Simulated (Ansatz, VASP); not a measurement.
**Two plane-wave programs on Si**

The input INCAR:

```
SYSTEM = Si
PREC = Accurate ; ENCUT = 600
EDIFF = 1E-6 ; ISMEAR = 0
SIGMA = 0.02 ; LREAL = .FALSE.
LASPH = .TRUE. ; NELM = 60
ALGO = Normal ; ISIF = 3
LWAVE = .FALSE. ; LCHARG = .FALSE.
IBRION = 2 ; NSW = 70
EDIFFG = -0.005
```

KPOINTS

```
Automatic mesh
0
G
  10 10 10
  0 0 0
```

POSCAR

```
Si
1.0
    0.0000000000      2.7348383258      2.7348383258
    2.7348383258      0.0000000000      2.7348383258
    2.7348383258      2.7348383258      0.0000000000
Si
2
Direct
    0.7500000000      0.7500000000      0.7500000000
    0.5000000000      0.5000000000      0.5000000000
```

Input for Ansatz:

```yaml
crystal:
  lattice:
    - [0.0, 2.7348383258, 2.7348383258]
    - [2.7348383258, 0.0, 2.7348383258]
    - [2.7348383258, 2.7348383258, 0.0]
  atoms:
    - { symbol: Si, position: [0.75, 0.75, 0.75] }
    - { symbol: Si, position: [0.5, 0.5, 0.5] }
basis:
  ecutwfc: 420
kpoints:
  mp_grid: { grid: [10, 10, 10] }
hamiltonian:
  xc: lda
scf:
  occupations: { method: gaussian, width: 0.02 }
output:
  forces: true
  stress: true
  eigenvalues: true
relax:
  adjacent_minimum: "off"
  f_tol: 0.005
  max_steps: 50
  cell: { stress_tol: 0.05 }
```

Alike in both runs: task relaxation of cell and atoms; functional LDA; k mesh 10 × 10 × 10; occupations gaussian, width 0.02 eV; no spin polarisation.

|  | VASP | Ansatz |
| --- | --- | --- |
| version | VASP 6.6.1 | Ansatz 0.2.0 |
| potentials or method | VASP PAW LDA potentials, release 64 (Si) | scalar-relativistic, plane waves, PAW |
| plane-wave cutoff (eV) | 600 | 420 |
| valence electrons in the cell | 8 | 8 |

Ansatz gave:

```
gap on the k mesh at the Fermi level, each at its own relaxed structure (eV) : 0.45
relaxed volume (Å³/atom)                                                     : 19.71
relaxed cell length with the largest relative difference (Å)                 : 3.820
energy change over the relaxation (meV/atom)                                 : -8
```

Question: Which values does VASP return?

Answer: gap on the k mesh at the Fermi level, each at its own relaxed structure (eV): 0.45; relaxed volume (Å³/atom): 19.72; relaxed cell length with the largest relative difference (Å): 3.821; energy change over the relaxation (meV/atom): -8.

A k mesh can miss the band edges. LDA usually gives volumes a few per cent too small. Zero-point motion and thermal expansion aren't in these numbers.
